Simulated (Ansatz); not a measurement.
SnS$_{2}$, DFT, PBEsol, all-electron LAPW, scalar-relativistic (Ansatz 0.2.0), run on 1 thread of Arm Neoverse V2 on a shared host.

The cell comes from COD entry 7038081, which wasn't checked; take it as a given geometry. The listed cell was then made from it by scaling, straining or moving an atom.

Command: `ansatz run input.yaml --threads 1 --pin off --max-ram 6144MiB --backend cpu --events-out ev --progress --plain --runs-dir out`

```yaml
crystal:
  lattice:
    - [3.5983003419, 0.0, 0.0]
    - [-1.7991501709, 3.1162195065, 0.0]
    - [0.0, 0.0, 5.60388]
  atoms:
    - { symbol: Sn, position: [0.0, 0.0, 0.0] }
    - { symbol: S, position: [0.6666666667, 0.3333333333, 0.2639] }
    - { symbol: S, position: [0.3333333333, 0.6666666667, 0.7361] }
kpoints:
  mp_grid: { grid: [10, 10, 6] }
  band_path:
    path:
      - [0.0, 0.0, 0.0]
      - [0.5, 0.0, 0.0]
      - [0.3333333333, 0.3333333333, 0.0]
      - [0.0, 0.0, 0.0]
      - [0.0, 0.0, 0.5]
      - [0.5, 0.0, 0.5]
      - [0.3333333333, 0.3333333333, 0.5]
      - [0.0, 0.0, 0.5]
      - [0.5, 0.0, 0.5]
    npoints: 5
scf:
  occupations: { method: fermi_dirac, width: 0.01 }
hamiltonian:
  xc: pbesol
  pseudopotentials: { kind: all_electron, lapw: { basis_error: 0.001 } }
output:
  forces: true
  stress: true
  eigenvalues: true
```

Task: How large is the problem that the program sets up?

Result: 72 irreducible k-points, 537 plane waves at Γ, 30 bands.

Task: About how long does it take, and how much memory does it use?

Result: 26 s of wall time for 8 SCF iterations, with a peak of 0.47 GiB. Times on shared machines scatter by tens of per cent.
